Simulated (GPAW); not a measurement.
The system is Co.

```
Co
1.0
     2.47200    0.00000    0.00000
    -1.23600    2.14081    0.00000
     0.00000    0.00000    4.02114
Co
2
Direct
  0.66667 0.33333 0.75000
  0.33333 0.66667 0.25000
```

Base run:

| Item | Value |
| --- | --- |
| Program | GPAW 26.7.0 |
| Functional | PBEsol |
| Potentials or basis | PAW data sets generated in the run's folder for this functional |
| Cutoff | 600 eV |
| Basis | pw |
| k mesh | 10 × 10 × 6 |
| Occupations | fermi-dirac, width 0.05 eV |
| Spin | collinear spin, ferromagnetic start |
| Starting moments | [2.0, 2.0] μB |
| Hubbard terms | Co d U = 1 eV |

Its results: pressure -3.6 GPa; net moment 3.38 μB per cell; site moments Co +1.79 μB.

**Question.** After a change of settings the same cell gave: pressure -0.5 GPa; net moment 3.60 μB per cell; site moments Co +1.96 μB. Which change was it?
A. hubbard terms from Co d U = 1 eV to Co d U = 3 eV
B. hubbard terms from Co d U = 1 eV to none
C. hubbard terms from Co d U = 1 eV to Co d U = 4 eV

**Answer.** A.

Caveats: the U is typed as a test and isn't derived for this compound.

Not every run made on this cell is shown here.
